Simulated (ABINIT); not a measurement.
# CoO (Fm-3m) in ABINIT: reference runs

Aim: a first look at CoO with PBEsol, on the cell as given.

All numbers are computed with ABINIT 10.8.3 (patched build); they aren't measurements. Logs are shortened: lines on timing, memory, paths and dates and some standing lists are left out, and cuts for length are marked. The log counts tension as positive stress, the text compression.

### Step 1. The structure

Symmetry: Fm-3m, No. 225, cubic system. The conventional cell has a = 4.263 Å, b = 4.263 Å, c = 4.263 Å, α = 90.00°, β = 90.00°, γ = 90.00°. Around Co (site symmetry m-3m) lie 6 O at 2.13 Å. Around O (site symmetry m-3m) lie 6 Co at 2.13 Å.

### Step 2. Single point, PBEsol, collinear spin, ferromagnetic start

File run.abi:

```
# Pseudopotentials
pp_dirpath "./"
pseudos "Co.upf, O.upf"

# Structure
acell 3*1.0
rprim
     0.0000000000     4.0279512346     4.0279512346
     4.0279512346     0.0000000000     4.0279512346
     4.0279512346     4.0279512346     0.0000000000
ntypat 2
znucl 27 8
natom 2
typat 1 2
xred
     0.0000000000     0.0000000000     0.0000000000
     0.5000000000     0.5000000000     0.5000000000

# Plane-wave basis
ecut 48.0

# k points
kptopt 1
ngkpt 11 11 11
nshiftk 1
shiftk 0.0 0.0 0.0

# Exchange and correlation
ixc -116133

# Bands and occupations
nband 16
occopt 3
tsmear 0.05 eV

# Spin
nsppol 2
spinat
     0.0000000000     0.0000000000     2.0000000000
     0.0000000000     0.0000000000     0.0000000000

# SCF cycle
nstep 100
tolvrs 1.0e-10

# Output
iomode 3
prtwf 0
prtden 0
prteig 0
prtebands 0
enunit 2
```

Potentials or basis: PseudoDojo NC SR PBEsol v0.4.1 standard.

Launch:

```bash
$ abinit run.abi > log 2>&1
```

run.abo:

```text
.Version 10.8.3 of ABINIT
 Symmetries : space group Fm -3 m (#225); Bravais cF (face-center cubic)
================================================================================
 Values of the parameters that define the memory need of the present run
     intxc =       0    ionmov =       0      iscf =       7    lmnmax =       6
     lnmax =       6     mgfft =      36  mpssoang =       3    mqgrid =    3001
     natom =       2  nloc_mem =       1    nspden =       2   nspinor =       1
    nsppol =       2      nsym =      48    n1xccc =    2501    ntypat =       2
    occopt =       3   xclevel =       2
       mpw =        2102          nfft =       46656          nkpt =          56
================================================================================
================================================================================

--------------------------------------------------------------------------------
------------- Echo of variables that govern the present computation ------------
--------------------------------------------------------------------------------
 -outvars: echo values of preprocessed input variables --------
            acell      1.0000000000E+00  1.0000000000E+00  1.0000000000E+00 Bohr
              amu      5.89332000E+01  1.59994000E+01
             ecut      4.80000000E+01 Hartree
           enunit           2
                       outvar_i_n : Printing only first  50 k-points.
              ixc     -116133
                       outvar_i_n : Printing only first  50 k-points.
         kptrlatt       11    0    0      0   11    0      0    0   11
          kptrlen      6.26602159E+01
            natom           2
            nband          16
            ngfft          36      36      36
             nkpt          56
           nspden           2
           nsppol           2
            nstep         100
             nsym          48
           ntypat           2
                       prtocc : prtvol=0, do not print more k-points.
                       1.000000  1.000000  1.000000  1.000000  1.000000  1.000000
                       1.000000  1.000000  1.000000  1.000000  1.000000  1.000000
                       0.000000  0.000000  0.000000  0.000000
                       1.000000  1.000000  1.000000  1.000000  1.000000  1.000000
                       1.000000  1.000000  1.000000  1.000000  1.000000  1.000000
                       0.000000  0.000000  0.000000  0.000000
                       1.000000  1.000000  1.000000  1.000000  1.000000  1.000000
                       1.000000  1.000000  1.000000  1.000000  1.000000  1.000000
                       0.000000  0.000000  0.000000  0.000000
                       1.000000  1.000000  1.000000  1.000000  1.000000  1.000000
                       1.000000  1.000000  1.000000  1.000000  1.000000  1.000000
                       0.000000  0.000000  0.000000  0.000000
                       1.000000  1.000000  1.000000  1.000000  1.000000  1.000000
                       1.000000  1.000000  1.000000  1.000000  1.000000  1.000000
                       0.000000  0.000000  0.000000  0.000000
                       1.000000  1.000000  1.000000  1.000000  1.000000  1.000000
                       1.000000  1.000000  1.000000  1.000000  1.000000  1.000000
[... 118 lines left out ...]
                       1.000000  1.000000  1.000000  1.000000  1.000000  1.000000
                       1.000000  1.000000  1.000000  1.000000  1.000000  0.000000
                       0.000000  0.000000  0.000000  0.000000
                       1.000000  1.000000  1.000000  1.000000  1.000000  1.000000
                       1.000000  1.000000  1.000000  1.000000  1.000000  0.000000
                       0.000000  0.000000  0.000000  0.000000
                       1.000000  1.000000  1.000000  1.000000  1.000000  1.000000
                       1.000000  1.000000  1.000000  1.000000  1.000000  0.000000
                       0.000000  0.000000  0.000000  0.000000
                       1.000000  1.000000  1.000000  1.000000  1.000000  1.000000
                       1.000000  1.000000  1.000000  1.000000  1.000000  0.000000
                       0.000000  0.000000  0.000000  0.000000
                       1.000000  1.000000  1.000000  1.000000  1.000000  1.000000
                       1.000000  1.000000  1.000000  1.000000  1.000000  0.000000
                       0.000000  0.000000  0.000000  0.000000
                       prtocc : prtvol=0, do not print more k-points.
           occopt           3
           prtden           0
        prtebands           0
           prteig           0
            prtwf           0
            rprim      0.0000000000E+00  4.0279512346E+00  4.0279512346E+00
                       4.0279512346E+00  0.0000000000E+00  4.0279512346E+00
                       4.0279512346E+00  4.0279512346E+00  0.0000000000E+00
          spgroup         225
           spinat      0.0000000000E+00  0.0000000000E+00  2.0000000000E+00
                       0.0000000000E+00  0.0000000000E+00  0.0000000000E+00
           tolvrs      1.00000000E-10
           tsmear      1.83746611E-03 Hartree
            typat      1  2
                       outvars : Printing only first  50 k-points.
           xangst      0.0000000000E+00  0.0000000000E+00  0.0000000000E+00
                       2.1314999985E+00  2.1314999985E+00  2.1314999985E+00
            xcart      0.0000000000E+00  0.0000000000E+00  0.0000000000E+00
                       4.0279512346E+00  4.0279512346E+00  4.0279512346E+00
             xred      0.0000000000E+00  0.0000000000E+00  0.0000000000E+00
                       5.0000000000E-01  5.0000000000E-01  5.0000000000E-01
            znucl       27.00000    8.00000

================================================================================

 chkinp: Checking input parameters for consistency.

================================================================================
== DATASET  1 ==================================================================

--- !DatasetInfo
[... 63 lines left out ...]
comment   : Summary of ground state results
lattice_vectors:
- [  0.0000000,   4.0279512,   4.0279512, ]
- [  4.0279512,   0.0000000,   4.0279512, ]
- [  4.0279512,   4.0279512,   0.0000000, ]
lattice_lengths: [   5.69638,    5.69638,    5.69638, ]
lattice_angles: [ 60.000,  60.000,  60.000, ] # degrees, (23, 13, 12)
lattice_volume:   1.3070211E+02
convergence: {deltae:  4.150E-12, res2:  7.100E-12, residm:  3.169E-05, diffor: null, }
etotal    :  -1.69269010E+02
entropy   :   0.00000000E+00
fermie    :   3.23687978E-01
cartesian_stress_tensor: # hartree/bohr^3
- [  3.77205773E-04,   0.00000000E+00,   0.00000000E+00, ]
- [  0.00000000E+00,   3.77205773E-04,   0.00000000E+00, ]
- [  0.00000000E+00,   0.00000000E+00,   3.77205773E-04, ]
pressure_GPa:  -1.1098E+01
xred      :
- [  0.0000E+00,   0.0000E+00,   0.0000E+00, Co]
- [  5.0000E-01,   5.0000E-01,   5.0000E-01,  O]
cartesian_forces: # hartree/bohr
- [ -0.00000000E+00,  -0.00000000E+00,  -0.00000000E+00, ]
- [ -0.00000000E+00,  -0.00000000E+00,  -0.00000000E+00, ]
force_length_stats: {min:   0.00000000E+00, max:   0.00000000E+00, mean:   0.00000000E+00, }
...

 Integrated electronic and magnetization densities in atomic spheres:
 ------------------------------------------------------------------------------------------------------------
 Radius=ratsph(iatom), smearing ratsm=  0.0000. Diff(up-dn)=approximate z local magnetic moment.
    Atom    Radius    up_density   dn_density  Total(up+dn)  Diff(up-dn)
    1 Co   2.00000     8.799084     6.223478     15.022562     2.575606
    2  O   2.00000     3.274238     2.908023      6.182261     0.366215
 ------------------------------------------------------------------------------------------------------------
  Sum:                12.073322     9.131501     21.204823     2.941820
 Total magnetization (from the atomic spheres):                2.941820
 Total magnetization (exact up - dn):                          2.983744

================================================================================

 ----iterations are completed or convergence reached----

 Mean square residual over all n,k,spin=   26.272E-09; max=  31.691E-06
 reduced coordinates (array xred) for    2 atoms
       0.000000000000      0.000000000000      0.000000000000
       0.500000000000      0.500000000000      0.500000000000
 rms dE/dt=  0.0000E+00; max dE/dt=  0.0000E+00; dE/dt below (all hartree)
    1       0.000000000000      0.000000000000      0.000000000000
    2       0.000000000000      0.000000000000      0.000000000000

 cartesian coordinates (angstrom) at end:
    1      0.00000000000000     0.00000000000000     0.00000000000000
    2      2.13149999853289     2.13149999853289     2.13149999853289

 cartesian forces (hartree/bohr) at end:
    1     -0.00000000000000    -0.00000000000000    -0.00000000000000
    2     -0.00000000000000    -0.00000000000000    -0.00000000000000
 frms,max,avg= 0.0000000E+00 0.0000000E+00   0.000E+00  0.000E+00  0.000E+00 h/b

 cartesian forces (eV/Angstrom) at end:
    1     -0.00000000000000    -0.00000000000000    -0.00000000000000
    2     -0.00000000000000    -0.00000000000000    -0.00000000000000
 frms,max,avg= 0.0000000E+00 0.0000000E+00   0.000E+00  0.000E+00  0.000E+00 e/A
 length scales=  1.000000000000  1.000000000000  1.000000000000 bohr
              =  0.529177210544  0.529177210544  0.529177210544 angstroms
 Fermi (or HOMO) energy (hartree) =   0.32369   Average Vxc (hartree)=  -0.48253
 Magnetization (Bohr magneton)=  2.98374377E+00
 Total spin up =  1.29918719E+01   Total spin down =  1.00081281E+01
 Eigenvalues (hartree) for nkpt=  56  k points, SPIN UP:
 kpt#   1, nband= 16, wtk=  0.00075, kpt=  0.0000  0.0000  0.0000 (reduced coord)
  -3.22201   -1.87988   -1.87988   -1.87988   -0.41955    0.19864    0.19864    0.20312
   0.20312    0.20312    0.20552    0.20552    0.20552    0.35300    0.92955    0.97763
      occupation numbers for kpt#   1
   1.00000    1.00000    1.00000    1.00000    1.00000    1.00000    1.00000    1.00000
   1.00000    1.00000    1.00000    1.00000    1.00000    0.00000    0.00000    0.00000
 prteigrs : prtvol=0 or 1, do not print more k-points.

 Eigenvalues (hartree) for nkpt=  56  k points, SPIN DOWN:
 kpt#   1, nband= 16, wtk=  0.00075, kpt=  0.0000  0.0000  0.0000 (reduced coord)
  -3.12719   -1.77959   -1.77959   -1.77959   -0.39891    0.22681    0.22681    0.22681
   0.28342    0.28342    0.28342    0.31844    0.31844    0.37219    0.92681    0.99753
      occupation numbers for kpt#   1
   1.00000    1.00000    1.00000    1.00000    1.00000    1.00000    1.00000    1.00000
   1.00000    1.00000    1.00000    0.94567    0.94567    0.00000    0.00000    0.00000
 prteigrs : prtvol=0 or 1, do not print more k-points.

 Fermi (or HOMO) energy (eV) =   8.80800   Average Vxc (eV)= -13.13034
 Eigenvalues (   eV  ) for nkpt=  56  k points, SPIN UP:
 kpt#   1, nband= 16, wtk=  0.00075, kpt=  0.0000  0.0000  0.0000 (reduced coord)
 -87.67543  -51.15421  -51.15421  -51.15421  -11.41659    5.40534    5.40534    5.52716
   5.52716    5.52716    5.59257    5.59257    5.59257    9.60553   25.29426   26.60271
 prteigrs : prtvol=0 or 1, do not print more k-points.

 Eigenvalues (   eV  ) for nkpt=  56  k points, SPIN DOWN:
 kpt#   1, nband= 16, wtk=  0.00075, kpt=  0.0000  0.0000  0.0000 (reduced coord)
 -85.09513  -48.42502  -48.42502  -48.42502  -10.85482    6.17174    6.17174    6.17174
   7.71229    7.71229    7.71229    8.66516    8.66516   10.12769   25.21981   27.14422
 prteigrs : prtvol=0 or 1, do not print more k-points.

--- !EnergyTerms
iteration_state     : {dtset: 1, }
comment             : Components of total free energy in Hartree
kinetic             :  7.91113749121864E+01
hartree             :  4.55252719787600E+01
xc                  : -3.19323371140042E+01
Ewald energy        : -1.06281430860341E+02
psp_core            :  4.40322947884722E+00
local_psp           : -1.38269713874985E+02
non_local_psp       : -2.18242710474362E+01
internal            : -1.69267876526973E+02
'-kT*entropy'       : -1.13354974142176E-03
total_energy        : -1.69269010076715E+02
total_energy_eV     : -4.60604441267233E+03
band_energy         : -1.55266030571733E+01
...

 Cartesian components of stress tensor (hartree/bohr^3)
  sigma(1 1)=  3.77205773E-04  sigma(3 2)=  0.00000000E+00
  sigma(2 2)=  3.77205773E-04  sigma(3 1)=  0.00000000E+00
  sigma(3 3)=  3.77205773E-04  sigma(2 1)=  0.00000000E+00

-Cartesian components of stress tensor (GPa)         [Pressure= -1.1098E+01 GPa]
- sigma(1 1)=  1.10977770E+01  sigma(3 2)=  0.00000000E+00
- sigma(2 2)=  1.10977770E+01  sigma(3 1)=  0.00000000E+00
- sigma(3 3)=  1.10977770E+01  sigma(2 1)=  0.00000000E+00

== END DATASET(S) ==============================================================
================================================================================

 -outvars: echo values of variables after computation  --------
            acell      1.0000000000E+00  1.0000000000E+00  1.0000000000E+00 Bohr
           etotal     -1.6926901008E+02
            fcart     -0.0000000000E+00 -0.0000000000E+00 -0.0000000000E+00
                      -0.0000000000E+00 -0.0000000000E+00 -0.0000000000E+00
            rprim      0.0000000000E+00  4.0279512346E+00  4.0279512346E+00
                       4.0279512346E+00  0.0000000000E+00  4.0279512346E+00
                       4.0279512346E+00  4.0279512346E+00  0.0000000000E+00
           strten      3.7720577313E-04  3.7720577313E-04  3.7720577313E-04
                       0.0000000000E+00  0.0000000000E+00  0.0000000000E+00
           xangst      0.0000000000E+00  0.0000000000E+00  0.0000000000E+00
                       2.1314999985E+00  2.1314999985E+00  2.1314999985E+00
             xred      0.0000000000E+00  0.0000000000E+00  0.0000000000E+00
                       5.0000000000E-01  5.0000000000E-01  5.0000000000E-01
 Calculation completed.
```

Run time: 2.1 min. Hardware: 1 thread of Arm Neoverse V2, shared host; peak memory 0.13 GiB.

What came out:

* Free energy: -4606.0444 eV
* Pressure: -11.1 GPa
* Band gap on the k mesh: none (metal or under the smearing width)
* Net moment: 2.98 μB per cell
* Site moments: Co +2.58; O +0.37 μB
* Valence electrons inside the program's atomic spheres: Co 15.02; O 6.18

Levels at points of the mesh, in eV from the Fermi level:
Spin up:
| k point | band 11 | band 12 | band 13 | band 14 | band 15 | band 16 |
| --- | --- | --- | --- | --- | --- | --- |
| (0.00, 0.00, 0.00) | -3.22 | -3.22 | -3.22 | 0.80 | 16.49 | 17.79 |
Spin down:
```csv
k point,band 8,band 9,band 10,band 11,band 12,band 13
"(0.00, 0.00, 0.00)",-2.64,-1.10,-1.10,-1.10,-0.14,-0.14
```

Caveat: a cell with one magnetic atom can't hold antiferromagnetic order, which such compounds often take; semilocal functionals often make such compounds metallic where correlation or magnetic order opens a gap, which also shifts bond lengths. With open d or f shells a metallic result of PBEsol can be an artefact of self-interaction; +U or a hybrid may open a gap.
